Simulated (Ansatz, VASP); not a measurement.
TiAl3 in VASP and in Ansatz

```
Ti Al
1.0
     2.83968    0.00000    0.00000
     0.00000    4.68126    0.00000
     0.00000    0.00000    4.90074
Ti Al
1 3
Cartesian
  0.0000 2.3406 0.8131
  0.0000 0.0000 4.0965
  1.4198 0.0000 1.6217
  1.4198 2.3406 3.2701
```

The cell comes from a database or a generator and needn't be the stable form of this composition.

Alike in both runs: task single point; functional PBEsol; k mesh 9 × 6 × 6; occupations fermi-dirac, width 0.05 eV; no spin polarisation.

|  | VASP | Ansatz |
| --- | --- | --- |
| version | VASP 6.6.1 | Ansatz 0.2.0 |
| potentials or method | VASP PAW PBE potentials, release 64 (Ti_sv, Al) | Ansatz PAW |
| plane-wave cutoff (eV) | 520 | 420 |
| valence electrons in the cell | 21 | 21 |

VASP gave:

* gap on the k mesh at the Fermi level (eV): none
* pressure (GPa): -2.3
* largest component of the traceless stress (GPa): 2.06
* rms of the force components (eV/Å): 0.019

Problem. What did Ansatz give for the same quantities?

Solution. gap on the k mesh at the Fermi level (eV): none; pressure (GPa): -2.4; largest component of the traceless stress (GPa): 2.05; rms of the force components (eV/Å): 0.019.

Atom by atom the forces differ by 0.001 eV/Å (rms over components). A gap of «none» marks a metal or a gap that the smearing closes.

Caveats: the PAW data sets were made with another functional, which shifts forces and pressure a little (VASP); the PAW data sets come from PBE, with cores solved anew for the run's functional, which leaves a small shift of forces and pressure (Ansatz).
